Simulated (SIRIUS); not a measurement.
# Ge in SIRIUS: convergence with k mesh

Input of the first run (k mesh 1 × 1 × 1); the others differ in this setting and in those tied to it:

File sirius.json:

```json
{
  "control": {
    "processing_unit": "cpu",
    "std_evp_solver_name": "lapack",
    "gen_evp_solver_name": "lapack",
    "verbosity": 2,
    "print_forces": true,
    "ortho_rf": true,
    "use_second_variation": true,
    "rmt_max": 3.0,
    "num_bands_to_print": 24,
    "save_wf": true
  },
  "parameters": {
    "electronic_structure_method": "full_potential_lapwlo",
    "xc_functionals": ["XC_GGA_X_PBE", "XC_GGA_C_PBE"],
    "core_relativity": "dirac",
    "valence_relativity": "iora",
    "num_fv_states": 53,
    "smearing": "fermi_dirac",
    "smearing_width": 0.0018374661,
    "pw_cutoff": 20,
    "gk_cutoff": 3.68,
    "lmax_apw": 10,
    "lmax_rho": 8,
    "lmax_pot": 8,
    "num_mag_dims": 0,
    "auto_rmt": 0,
    "ngridk": [1, 1, 1],
    "shiftk": [0, 0, 0],
    "num_dft_iter": 80,
    "energy_tol": 1e-07,
    "density_tol": 1e-05,
    "use_symmetry": true
  },
  "settings": {"tol_ne": 1e-10},
  "iterative_solver": {"type": "exact"},
  "mixer": {"type": "anderson", "beta": 0.5, "max_history": 8},
  "unit_cell": {
    "lattice_vectors": [[7.5543424031, 0.0, 0.0], [-3.7771712017, 6.5422524301, 0.0], [0.0, 0.0, 12.4710169184]],
    "atom_types": ["Ge"],
    "atom_files": {"Ge": "Ge.json"},
    "atoms": {
      "Ge": [
        [0.3333333333, 0.6666666667, 0.93709875],
        [0.6666666667, 0.3333333333, 0.43709875],
        [0.3333333333, 0.6666666667, 0.56290125],
        [0.6666666667, 0.3333333333, 0.06290125]
      ]
    }
  }
}
```

Ge.json

```json
{
  "name": "germanium",
  "symbol": "Ge",
  "number": 32,
  "mass": 72.64,
  "rmin": 1e-06,
  "rmt": 2.28,
  "nrmt": 800,
  "rinf": 16.93,
  "core": "1s2s2p",
  "valence": [
    {"basis": [{"enu": 0.01, "dme": 0, "n": 0, "auto": 0}, {"enu": 0.01, "dme": 1, "n": 0, "auto": 0}]},
    {"l": 0, "n": 1, "basis": [{"enu": 0.0153, "dme": 0, "n": 0, "auto": 0}]},
    {"l": 1, "n": 2, "basis": [{"enu": 0.11, "dme": 0, "n": 0, "auto": 0}]},
    {"l": 2, "n": 3, "basis": [{"enu": 0.11, "dme": 0, "n": 0, "auto": 0}]},
    {"l": 3, "n": 4, "basis": [{"enu": 0.11, "dme": 0, "n": 0, "auto": 0}]}
  ],
  "lo": [
    {
      "l": 0,
      "basis": [{"enu": 0.0153, "dme": 0, "n": 0, "auto": 0}, {"enu": 0.0153, "dme": 1, "n": 0, "auto": 0}]
    },
    {
      "l": 0,
      "basis": [{"enu": 0.0153, "dme": 1, "n": 0, "auto": 0}, {"enu": 0.0153, "dme": 2, "n": 0, "auto": 0}]
    },
    {
      "l": 0,
      "basis": [{"enu": -5.8905, "dme": 0, "n": 3, "auto": 1}, {"enu": -5.8905, "dme": 1, "n": 3, "auto": 1}]
    },
    {
      "l": 0,
      "basis": [{"enu": 0.0153, "dme": 0, "n": 0, "auto": 0}, {"enu": 2.3237, "dme": 0, "n": 0, "auto": 0}]
    },
    {"l": 1, "basis": [{"enu": 0.11, "dme": 0, "n": 0, "auto": 0}, {"enu": 0.11, "dme": 1, "n": 0, "auto": 0}]},
    {
      "l": 1,
      "basis": [{"enu": -3.9766, "dme": 0, "n": 3, "auto": 1}, {"enu": -3.9766, "dme": 1, "n": 3, "auto": 1}]
    },
    {
      "l": 1,
      "basis": [{"enu": -3.9766, "dme": 1, "n": 3, "auto": 1}, {"enu": 0.11, "dme": 0, "n": 0, "auto": 0}]
    },
    {"l": 1, "basis": [{"enu": 0.11, "dme": 0, "n": 0, "auto": 0}, {"enu": 3.6496, "dme": 0, "n": 0, "auto": 0}]},
    {"l": 2, "basis": [{"enu": 0.11, "dme": 0, "n": 0, "auto": 0}, {"enu": 0.11, "dme": 1, "n": 0, "auto": 0}]},
    {
      "l": 2,
      "basis": [{"enu": -0.8292, "dme": 0, "n": 3, "auto": 1}, {"enu": -0.8292, "dme": 1, "n": 3, "auto": 1}]
    },
    {
      "l": 2,
      "basis": [{"enu": -0.8292, "dme": 1, "n": 3, "auto": 1}, {"enu": 0.11, "dme": 0, "n": 0, "auto": 0}]
    },
    {"l": 2, "basis": [{"enu": 0.11, "dme": 0, "n": 0, "auto": 0}, {"enu": 4.1112, "dme": 0, "n": 0, "auto": 0}]},
    {"l": 3, "basis": [{"enu": 0.11, "dme": 0, "n": 0, "auto": 0}, {"enu": 0.11, "dme": 1, "n": 0, "auto": 0}]},
    {"l": 3, "basis": [{"enu": 0.11, "dme": 0, "n": 0, "auto": 0}, {"enu": 3.4572, "dme": 0, "n": 0, "auto": 0}]}
  ],
  "free_atom": [... radial grid and density of the free atom, the start of the SCF ...]
}
```

sirius_start.json

```json
{
  "control": {
    "processing_unit": "cpu",
    "std_evp_solver_name": "lapack",
    "gen_evp_solver_name": "lapack",
    "verbosity": 1,
    "print_forces": false,
    "ortho_rf": true,
    "use_second_variation": true,
    "rmt_max": 3.0,
    "num_bands_to_print": 24,
    "save_wf": false
  },
  "parameters": {
    "electronic_structure_method": "full_potential_lapwlo",
    "xc_functionals": ["XC_LDA_X", "XC_LDA_C_PW"],
    "core_relativity": "dirac",
    "valence_relativity": "iora",
    "num_fv_states": 53,
    "smearing": "fermi_dirac",
    "smearing_width": 0.0055123983,
    "pw_cutoff": 20,
    "gk_cutoff": 2.95,
    "lmax_apw": 10,
    "lmax_rho": 8,
    "lmax_pot": 8,
    "num_mag_dims": 0,
    "auto_rmt": 0,
    "ngridk": [1, 1, 1],
    "shiftk": [0, 0, 0],
    "num_dft_iter": 30,
    "energy_tol": 0.01,
    "density_tol": 0.05,
    "use_symmetry": true
  },
  "settings": {"tol_ne": 1e-10},
  "iterative_solver": {"type": "exact"},
  "mixer": {"type": "anderson", "beta": 0.5, "max_history": 8},
  "unit_cell": {
    "lattice_vectors": [[7.5543424031, 0.0, 0.0], [-3.7771712017, 6.5422524301, 0.0], [0.0, 0.0, 12.4710169184]],
    "atom_types": ["Ge"],
    "atom_files": {"Ge": "Ge.json"},
    "atoms": {
      "Ge": [
        [0.3333333333, 0.6666666667, 0.93709875],
        [0.6666666667, 0.3333333333, 0.43709875],
        [0.3333333333, 0.6666666667, 0.56290125],
        [0.6666666667, 0.3333333333, 0.06290125]
      ]
    }
  }
}
```

Potentials or basis: all-electron FP-LAPW, apw+lo standard.

Run with:

```sh
$ OMP_NUM_THREADS=1 sirius.scf --input=sirius_start.json --output=start.json
$ OMP_NUM_THREADS=1 sirius.scf --input=sirius.json --output=output.json --task=1
```

This isn't the form of Ge at room conditions, which is diamond.

Hardware: 1 thread of Arm Neoverse V2 (shared host).

Q: The values tried are 1 × 1 × 1, 2 × 2 × 1, 4 × 4 × 2, 5 × 5 × 2, 6 × 6 × 3, 8 × 8 × 4, 10 × 10 × 5, loosest first. From which on does the largest force stay within 0.005 eV/Å of the tightest run that finished?

A: From 8 × 8 × 4 on.

```tsv
k mesh	energy less the tightest run, at zero smearing (meV/atom)	largest force (eV/Å)	gap on the mesh (eV)	SCF cycles	CPU time (s)	peak memory (GiB)
1 × 1 × 1	5592.73	1.000	0.075	14	50	0.54
2 × 2 × 1	675.12	0.236	0.076	9	43	0.55
4 × 4 × 2	55.25	0.049	0.113	8	76	0.59
5 × 5 × 2	16.07	0.039	0.116	8	89	0.6
6 × 6 × 3	12.98	0.028	0.118	8	110	0.63
8 × 8 × 4	1.38	0.014	0.120	8	210	0.76
10 × 10 × 5	0.00	0.010	0.056	8	280	0.85
```

Not settled before the last step: the energy (to 1 meV/atom), the gap on the mesh (to 0.01 eV). Meshes of other sizes hit other points, so gaps and Fermi surfaces needn't settle smoothly. The tightest run that finished is the yardstick and may itself not be fully converged.

Caveat, for the tightest run too: an odd mesh through Γ misses points on the zone boundary, where band edges often lie.
